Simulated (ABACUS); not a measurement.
# Co (P6_3/mmc) in ABACUS: equation of state, part 2 of 2

ABACUS 3.10.1.

## 3. Equation of state, PBEsol, collinear spin, ferromagnetic start, 10.21 Å³/atom (volume scaled by 0.96)

Contents of INPUT:

```
INPUT_PARAMETERS
suffix              Co
calculation         scf
basis_type          pw
pseudo_dir          ./
symmetry            1
dft_functional      pbesol
ecutwfc             97
pseudo_rcut         7
nspin               2
nbands              23
ks_solver           dav
smearing_method     fd
smearing_sigma      0.00367493
scf_thr             1e-08
scf_nmax            100
mixing_type         broyden
mixing_beta         0.4
cal_force           1
cal_stress          1
kpar                4
```

Contents of STRU:

```
ATOMIC_SPECIES
Co 58.9332 Co.upf

LATTICE_CONSTANT
1.8897261246

LATTICE_VECTORS
2.4385904036 0.0000000000 0.0000000000
-1.2192952018 2.1118812389 0.0000000000
0.0000000000 0.0000000000 3.9667976331

ATOMIC_POSITIONS
Direct

Co
0.0
2
0.6666666667 0.3333333333 0.7500000000 1 1 1 mag 2
0.3333333333 0.6666666667 0.2500000000 1 1 1 mag 2
```

Contents of KPT:

```
K_POINTS
0
Gamma
12 12 7 0 0 0
```

Potentials or basis: PseudoDojo NC SR 0.4.1 PBEsol standard, plane waves.

Started as:

```sh
> OMP_NUM_THREADS=1 mpirun -np 4 abacus > log
```

Wall time 34 s (4 MPI ranks of Intel Xeon Platinum 8488C (Sapphire Rapids), shared host); peak memory 0.44 GiB.

The run converged. Its results:

```
Free energy            : -8317.3699 eV
Pressure               : 3.5 GPa
Band gap on the k mesh : none (metal or under the smearing width)
Net moment             : 3.10 μB per cell
Absolute moment        : 3.37 μB per cell
```

## 4. Equation of state, PBEsol, collinear spin, ferromagnetic start, 10.43 Å³/atom (volume scaled by 0.98)

INPUT is that of step 3.

Contents of STRU:

```
ATOMIC_SPECIES
Co 58.9332 Co.upf

LATTICE_CONSTANT
1.8897261246

LATTICE_VECTORS
2.4554087999 0.0000000000 0.0000000000
-1.2277044000 2.1264463974 0.0000000000
0.0000000000 0.0000000000 3.9941557227

ATOMIC_POSITIONS
Direct

Co
0.0
2
0.6666666667 0.3333333333 0.7500000000 1 1 1 mag 2
0.3333333333 0.6666666667 0.2500000000 1 1 1 mag 2
```

KPT is that of step 3.

Started as:

```sh
> OMP_NUM_THREADS=1 mpirun -np 4 abacus > log
```

Wall time 36 s (4 MPI ranks of Intel Xeon Platinum 8488C (Sapphire Rapids), shared host); peak memory 0.44 GiB.

It converged, with:

* Free energy: -8317.3729 eV
* Pressure: -1.3 GPa
* Band gap on the k mesh: none (metal or under the smearing width)
* Net moment: 3.16 μB per cell
* Absolute moment: 3.44 μB per cell

## 5. Equation of state, PBEsol, collinear spin, ferromagnetic start, 10.64 Å³/atom

INPUT is that of step 4.

Contents of STRU:

```
ATOMIC_SPECIES
Co 58.9332 Co.upf

LATTICE_CONSTANT
1.8897261246

LATTICE_VECTORS
2.4719999032 0.0000000000 0.0000000000
-1.2359999516 2.1408147143 0.0000000000
0.0000000000 0.0000000000 4.0211440800

ATOMIC_POSITIONS
Direct

Co
0.0
2
0.6666666667 0.3333333333 0.7500000000 1 1 1 mag 2
0.3333333333 0.6666666667 0.2500000000 1 1 1 mag 2
```

KPT is that of step 4.

Started as:

```sh
> OMP_NUM_THREADS=1 mpirun -np 4 abacus > log
```

It took 39 s on 4 MPI ranks of Intel Xeon Platinum 8488C (Sapphire Rapids), shared host; peak memory 0.44 GiB.

Results (log left out):

* Free energy: -8317.3635 eV
* Pressure: -5.8 GPa
* Band gap on the k mesh: none (metal or under the smearing width)
* Net moment: 3.21 μB per cell
* Absolute moment: 3.50 μB per cell

## 6. Equation of state, PBEsol, collinear spin, ferromagnetic start, 10.85 Å³/atom (volume scaled by 1.02)

INPUT is that of step 5.

Contents of STRU:

```
ATOMIC_SPECIES
Co 58.9332 Co.upf

LATTICE_CONSTANT
1.8897261246

LATTICE_VECTORS
2.4883712406 0.0000000000 0.0000000000
-1.2441856203 2.1549927084 0.0000000000
0.0000000000 0.0000000000 4.0477749493

ATOMIC_POSITIONS
Direct

Co
0.0
2
0.6666666667 0.3333333333 0.7500000000 1 1 1 mag 2
0.3333333333 0.6666666667 0.2500000000 1 1 1 mag 2
```

KPT is that of step 5.

Potentials or basis: PseudoDojo NC SR 0.4.1 PBEsol standard, plane waves.

Started as:

```sh
> OMP_NUM_THREADS=1 mpirun -np 4 abacus > log
```

It took 37 s on 4 MPI ranks of Intel Xeon Platinum 8488C (Sapphire Rapids), shared host; peak memory 0.44 GiB.

Results (log left out):

| Item | Value |
| --- | --- |
| Free energy | -8317.3431 eV |
| Pressure | -9.8 GPa |
| Band gap on the k mesh | none (metal or under the smearing width) |
| Net moment | 3.25 μB per cell |
| Absolute moment | 3.56 μB per cell |

## 7. Equation of state, PBEsol, collinear spin, ferromagnetic start, 11.07 Å³/atom (volume scaled by 1.04)

INPUT is that of step 6.

Contents of STRU:

```
ATOMIC_SPECIES
Co 58.9332 Co.upf

LATTICE_CONSTANT
1.8897261246

LATTICE_VECTORS
2.5045299482 0.0000000000 0.0000000000
-1.2522649741 2.1689865596 0.0000000000
0.0000000000 0.0000000000 4.0740599388

ATOMIC_POSITIONS
Direct

Co
0.0
2
0.6666666667 0.3333333333 0.7500000000 1 1 1 mag 2
0.3333333333 0.6666666667 0.2500000000 1 1 1 mag 2
```

KPT is that of step 6.

Started as:

```sh
> OMP_NUM_THREADS=1 mpirun -np 4 abacus > log
```

Run time: 38 s. Hardware: 4 MPI ranks of Intel Xeon Platinum 8488C (Sapphire Rapids), shared host; peak memory 0.48 GiB.

It converged, with:

| Item | Value |
| --- | --- |
| Free energy | -8317.3127 eV |
| Pressure | -13.3 GPa |
| Band gap on the k mesh | none (metal or under the smearing width) |
| Net moment | 3.29 μB per cell |
| Absolute moment | 3.60 μB per cell |

## 8. Equation of state, PBEsol, collinear spin, ferromagnetic start, 11.28 Å³/atom (volume scaled by 1.06)

INPUT is that of step 7.

Contents of STRU:

```
ATOMIC_SPECIES
Co 58.9332 Co.upf

LATTICE_CONSTANT
1.8897261246

LATTICE_VECTORS
2.5204827983 0.0000000000 0.0000000000
-1.2602413992 2.1828021331 0.0000000000
0.0000000000 0.0000000000 4.1000100648

ATOMIC_POSITIONS
Direct

Co
0.0
2
0.6666666667 0.3333333333 0.7500000000 1 1 1 mag 2
0.3333333333 0.6666666667 0.2500000000 1 1 1 mag 2
```

KPT is that of step 7.

Started as:

```sh
> OMP_NUM_THREADS=1 mpirun -np 4 abacus > log
```

It took 52 s on 4 MPI ranks of Intel Xeon Platinum 8488C (Sapphire Rapids), shared host; peak memory 0.48 GiB.

The run converged. Its results:

* Free energy: -8317.2734 eV
* Pressure: -16.4 GPa
* Band gap on the k mesh: none (metal or under the smearing width)
* Net moment: 3.32 μB per cell
* Absolute moment: 3.64 μB per cell

## 9. Equation of state, PBEsol, collinear spin, ferromagnetic start

Potentials or basis: PseudoDojo NC SR 0.4.1 PBEsol standard, plane waves.

No new run: the results of the series are fitted here.

Results:

| Quantity | Value |
| --- | --- |
| Equilibrium volume | 10.37 Å³/atom |
| Bulk modulus at fixed shape and positions | 233 GPa |
| Pressure derivative of the bulk modulus | 4.3 |

Energy against volume, from the lowest point:
| volume (Å³/atom) | energy (meV/atom) |
| --- | --- |
| 10.002 | 9.86 |
| 10.215 | 1.48 |
| 10.427 | 0.00 |
| 10.640 | 4.67 |
| 10.853 | 14.89 |
| 11.066 | 30.09 |
| 11.279 | 49.76 |

Caveat: the cell was scaled at fixed shape and fractional positions, which overstates the stiffness of a crystal with free parameters, most of all of layers and chains.
